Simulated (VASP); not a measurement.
# AlN (Fm-3m) in VASP: further runs, part 2 of 2

VASP 6.6.1.

### 3 Relaxation of cell and atoms, LDA

File INCAR:

```
SYSTEM = AlN
PREC = Accurate
ENCUT = 600
EDIFF = 1E-6
ISMEAR = 0
SIGMA = 0.02
LREAL = .FALSE.
LASPH = .TRUE.
NELM = 100
ALGO = Fast
ISIF = 3
LWAVE = .FALSE.
LCHARG = .FALSE.
IBRION = 2
NSW = 100
EDIFFG = -0.002
```

File KPOINTS:

```
regular mesh
0
G
  10 10 10
  0 0 0
```

File POSCAR:

```
AlN
1.0
    0.0000000000      2.0052122986      2.0052122986
    2.0052122986      0.0000000000      2.0052122986
    2.0052122986      2.0052122986      0.0000000000
Al N
1 1
Direct
    0.5000000000      0.5000000000      0.5000000000
    0.0000000000      0.0000000000      0.0000000000
```

Potentials or basis: VASP PAW LDA potentials, release 64 (Al, N).

The run is started by

```
$ cat potpaw_LDA.64/Al/POTCAR potpaw_LDA.64/N/POTCAR > POTCAR
$ mpirun -np 1 vasp_std > vasp.out
```

OUTCAR:

```text
SYSTEM = AlN
   PREC = Accurate
   ENCUT = 600
   EDIFF = 1E-6
   ISMEAR = 0
   LREAL = .FALSE.
   LASPH = .TRUE.
   NELM = 100
   ISIF = 3
   IBRION = 2
   NSW = 100
   EDIFFG = -0.002

 ion  position               nearest neighbor table
   1  0.500  0.500  0.500-   2 2.01   2 2.01   2 2.01   2 2.01   2 2.01   2 2.01
   2  0.000  0.000  0.000-   1 2.01   1 2.01   1 2.01   1 2.01   1 2.01   1 2.01

  LATTYP: Found a face centered cubic cell.
 ALAT       =     4.0104245972

  Lattice vectors:

 A1 = (   0.0000000000,   2.0052122986,   2.0052122986)
 A2 = (   2.0052122986,   0.0000000000,   2.0052122986)
 A3 = (   2.0052122986,   2.0052122986,   0.0000000000)

Analysis of symmetry for initial positions (statically):
=====================================================================
 Subroutine PRICEL returns:
 Original cell was already a primitive cell.

 Routine SETGRP: Setting up the symmetry group for a
 face centered cubic supercell.

 Subroutine GETGRP returns: Found 48 space group operations
 (whereof 48 operations were pure point group operations)
 out of a pool of 48 trial point group operations.

The static configuration has the point symmetry O_h .

Analysis of symmetry for dynamics (positions and initial velocities):
=====================================================================
 Subroutine PRICEL returns:
[... 302 lines left out ...]
--------------------------------------- Ionic step        5  -------------------------------------------

 number of electron       8.0000000 magnetization

 Free energy of the ion-electron system (eV)
  ---------------------------------------------------
  ext. energy  EPLUGINS =         0.00000000
  ---------------------------------------------------
  free energy    TOTEN  =       -16.23135257 eV

  energy without entropy =      -16.23135257  energy(sigma->0) =      -16.23135257

 E-fermi :  10.1363     XC(G=0): -12.6782

 val. band max:       10.0022131922   @ k =   0.0000   0.0000   0.0000
 cond. band min:      14.6779879434   @ k =   0.5000   0.5000   0.0000
 fundamental gap:      4.6757747512
 Fermi energy:        10.1363227392

 k-point     1 :       0.0000    0.0000    0.0000
  band No.  band energies     occupation
      1      -7.6104      2.00000
      2      10.0022      2.00000
      3      10.0022      2.00000
      4      10.0022      2.00000
      5      16.0988      0.00000
      6      22.0938      0.00000
      7      22.0938      0.00000
      8      22.0938      0.00000
[... 243 lines left out ...]
 k-point    24 :       0.4000    0.3000    0.0000
  band No.  band energies     occupation
      1      -4.4690      2.00000
      2       4.0843      2.00000
      3       7.1239      2.00000
      4       7.6574      2.00000
      5      16.1556      0.00000
      6      16.8858      0.00000
      7      22.3572      0.00000
      8      25.6660      0.00000

 [... further k-points ...]

------------------------ aborting loop because EDIFF is reached ----------------------------------------

  FORCE on cell =-STRESS in cart. coord.  units (eV):
  Direction    XX          YY          ZZ          XY          YZ          ZX
  --------------------------------------------------------------------------------------
  -------------------------------------------------------------------------------------
  Total        0.0021524      0.0021524      0.0021524      0.0000000      0.0000000      0.0000000
  in kB        0.2133682      0.2133682      0.2133682      0.0000000      0.0000000      0.0000000
  external PRESSURE =       0.2133682 kB  Pullay stress =       0.0000000 kB
[... 17 lines left out ...]
  FREE ENERGIE OF THE ION-ELECTRON SYSTEM (eV)
  ---------------------------------------------------
  free  energy   TOTEN  =       -16.2313525703 eV

  energy  without entropy=      -16.2313525703  energy(sigma->0) =      -16.23135257

 reached required accuracy - stopping structural energy minimisation
```

CONTCAR:

```text
AlN
   1.00000000000000
    -0.0000000000000000    2.0067258628982101    2.0067258628982101
     2.0067258628982101    0.0000000000000000    2.0067258628982101
     2.0067258628982101    2.0067258628982101   -0.0000000000000000
  Al              N
     1     1
Direct
     0.5000000000000000    0.5000000000000000    0.5000000000000000
     0.0000000000000000    0.0000000000000000    0.0000000000000000

  0.00000000E+00  0.00000000E+00  0.00000000E+00
  0.00000000E+00  0.00000000E+00  0.00000000E+00
```

Wall time 5.7 s (1 thread of Intel Xeon 6975P-C (Granite Rapids), shared host); peak memory 0.13 GiB.

Results:

| Item | Value |
| --- | --- |
| Free energy | -16.2314 eV |
| Relaxed volume | 8.08 Å³/atom |
| Relaxed cell | a = 2.838 Å, b = 2.838 Å, c = 2.838 Å, α = 60.00°, β = 60.00°, γ = 60.00° |
| Space group after relaxing (to 0.05 Å) | Fm-3m (No. 225) |
| Energy gained by relaxing | 0.0 meV/atom |
| Ionic steps | 5 |
| Pressure after relaxing | 0.0 GPa |
| Band gap on the k mesh | 4.68 eV, indirect (least direct gap 6.10 eV) |

Final structure:
```
CELL_PARAMETERS angstrom
0.00000 2.00673 2.00673
2.00673 0.00000 2.00673
2.00673 2.00673 0.00000
ATOMIC_POSITIONS crystal
Al 0.50000 0.50000 0.50000
N 0.00000 0.00000 0.00000
```

### 4 Single point, LDA

File INCAR:

```
  PREC = Accurate
  ENCUT = 520
  EDIFF = 1E-7
  ISMEAR = 0
  SIGMA = 0.1
  LREAL = F
  LASPH = T
  NELM = 100
  ALGO = Fast
  ISIF = 2
  LWAVE = F
  LCHARG = F
  GGA = CA
  NBANDS = 11
```

File KPOINTS:

```
Automatic mesh
0
Gamma
  8 8 8
```

POSCAR is that of step 3.

The run is started by

```
$ cat potpaw_LDA.64/Al/POTCAR potpaw_LDA.64/N/POTCAR > POTCAR
$ mpirun -np 1 vasp_std > vasp.out
```

It took 3.2 s on 1 thread of Intel Xeon 6975P-C (Granite Rapids), shared host; peak memory 0.12 GiB.

Results (log left out):

- Free energy: -16.2302 eV
- Pressure: 0.8 GPa
- Band gap on the k mesh: 4.70 eV, indirect (least direct gap 6.13 eV)

Levels at points of the mesh, in eV from the valence-band top:
| k point | band 2 | band 3 | band 4 | band 5 | band 6 | band 7 |
| --- | --- | --- | --- | --- | --- | --- |
| (0.00, 0.00, 0.00) | 0.00 | 0.00 | 0.00 | 6.13 | 12.10 | 12.10 |
| (0.50, 0.00, 0.00) | -8.50 | -1.13 | -1.13 | 6.28 | 11.00 | 11.00 |
| (0.50, 0.50, 0.00) | -7.58 | -2.88 | -2.88 | 4.70 | 5.15 | 14.19 |

A k mesh can miss the band edges. As with any semilocal functional, this LDA gap is likely too small.

### 5 Relaxation of cell and atoms, LDA

This run uses another cell than the first one, of 8.42 Å³/atom, 1.044 times its volume.

File INCAR:

```
ALGO = Normal
EDIFF = 1E-6
EDIFFG = -0.05
ENCUT = 600
GGA = CA
IBRION = 2
ISIF = 3
ISMEAR = 0
LASPH = True
LCHARG = False
LREAL = False
LWAVE = False
NELM = 100
NSW = 100
PREC = Accurate
SIGMA = 0.1
```

File KPOINTS:

```
k-points
0
Gamma
  8 8 8
```

File POSCAR:

```
AlN
1.0
    0.0000000000      2.0345180000      2.0345180000
    2.0345180000      0.0000000000      2.0345180000
    2.0345180000      2.0345180000      0.0000000000
Al N
1 1
Direct
    0.5000000000      0.5000000000      0.5000000000
    0.0000000000      0.0000000000      0.0000000000
```

The run is started by

```
$ cat potpaw_LDA.64/Al/POTCAR potpaw_LDA.64/N/POTCAR > POTCAR
$ mpirun -np 1 vasp_std > vasp.out
```

It took 3 s on 1 thread of Intel Xeon 6975P-C (Granite Rapids), shared host; peak memory 0.13 GiB.

It converged, with:

| Property | Result |
| --- | --- |
| Free energy | -16.2320 eV |
| Relaxed volume | 8.08 Å³/atom |
| Relaxed cell | a = 2.838 Å, b = 2.838 Å, c = 2.838 Å, α = 60.00°, β = 60.00°, γ = 60.00° |
| Space group after relaxing (to 0.05 Å) | Fm-3m (No. 225) |
| Energy gained by relaxing | 11.6 meV/atom |
| Ionic steps | 3 |
| Pressure after relaxing | -0.1 GPa |
| Band gap on the k mesh | 4.67 eV, indirect (least direct gap 6.09 eV) |

The path:
| step | energy change (eV) | largest force (eV/Å) | pressure (GPa) | volume (Å³) |
| --- | --- | --- | --- | --- |
| 1 | 0.0000 | 0.0000 | -10.52 | 16.84 |
| 2 | -0.0006 | 0.0000 | 11.96 | 15.53 |
| 3 | -0.0233 | 0.0000 | -0.08 | 16.16 |

Final structure:
```
Al N
1.0
     0.00000    2.00681    2.00681
     2.00681    0.00000    2.00681
     2.00681    2.00681    0.00000
Al N
1 1
Direct
  0.50000 0.50000 0.50000
  0.00000 0.00000 0.00000
```

Levels at points of the mesh, in eV from the valence-band top:
| k point | band 1 | band 2 | band 3 | band 4 | band 5 | band 6 | band 7 | band 8 |
| --- | --- | --- | --- | --- | --- | --- | --- | --- |
| (0.00, 0.00, 0.00) | -17.61 | 0.00 | 0.00 | 0.00 | 6.09 | 12.09 | 12.09 | 12.09 |
| (0.50, 0.00, 0.00) | -14.18 | -8.49 | -1.12 | -1.12 | 6.27 | 10.98 | 10.98 | 13.45 |
| (0.50, 0.50, 0.00) | -13.14 | -7.56 | -2.87 | -2.87 | 4.67 | 5.15 | 14.16 | 17.33 |

Caveat: the relaxation stopped at a loose force limit of 0.05 eV/Å, so its end isn't a converged minimum. A k mesh can miss the band edges.

### 6 Overview

```csv
task,cell,k mesh,cutoff (eV),smearing,gap on the mesh (eV),pressure (GPa),relaxed volume (Å³/atom)
single point,"Fm-3m, 8.07 Å³/atom",10 × 10 × 10,520,gaussian 0.02 eV,4.69,0.7,-
relaxation of cell and atoms,relaxed,10 × 10 × 10,600,gaussian 0.02 eV,4.68,0.0,8.08
single point,"Fm-3m, 8.06 Å³/atom",8 × 8 × 8,520,gaussian 0.1 eV,4.70,0.8,-
relaxation of cell and atoms,relaxed,8 × 8 × 8,600,gaussian 0.1 eV,4.67,-0.1,8.08
```

Alike in all rows: level LDA; potentials or basis VASP PAW LDA potentials, release 64 (Al, N); no spin polarisation.

Caveats: the relaxation stopped at a loose force limit of 0.05 eV/Å, so its end isn't a converged minimum (some runs).

Absolute energies hang on the potentials; compare differences alone.
